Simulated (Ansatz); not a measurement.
Sb in Ansatz: the effect of functional

Sb:

```xyz
2
Lattice="3.0802 0.0000 0.0000 0.0000 4.2888 0.0000 -0.0384 0.0000 4.3463" Properties=species:S:1:pos:R:3 pbc="T T T"
Sb    0.0258    1.0722    1.0482
Sb    3.0160    3.2166    3.2981
```

This isn't the form of Sb at room conditions, which is rhombohedral.

The cell isn't the ideal one: volume scaled by 0.96.

Alike in all runs:

```yaml
Program: Ansatz 0.2.0
Task: single point
Potentials_or_basis: Ansatz PAW
k_mesh: 9 × 6 × 6
Occupations: fermi-dirac, width 0.05 eV
Spin: no spin polarisation
```

| functional | cutoff | pressure (GPa) | largest force (eV/Å) |
| --- | --- | --- | --- |
| LDA | 420 eV (not typed: the program's choice for these potentials) | -1.2 | 0.08 |
| PBEsol | 420 eV (not typed: the program's choice for these potentials) | 0.1 | 0.10 |
| r2SCAN | 500 eV (not typed: the program's choice for these potentials) | ? | ? |

Q: What does the run with functional r2SCAN give?

A: Pressure 1.6 GPa; largest force 0.10 eV/Å.

Caveats: the PAW data sets come from PBE, with cores solved anew for the run's functional, which leaves a small shift of forces and pressure.
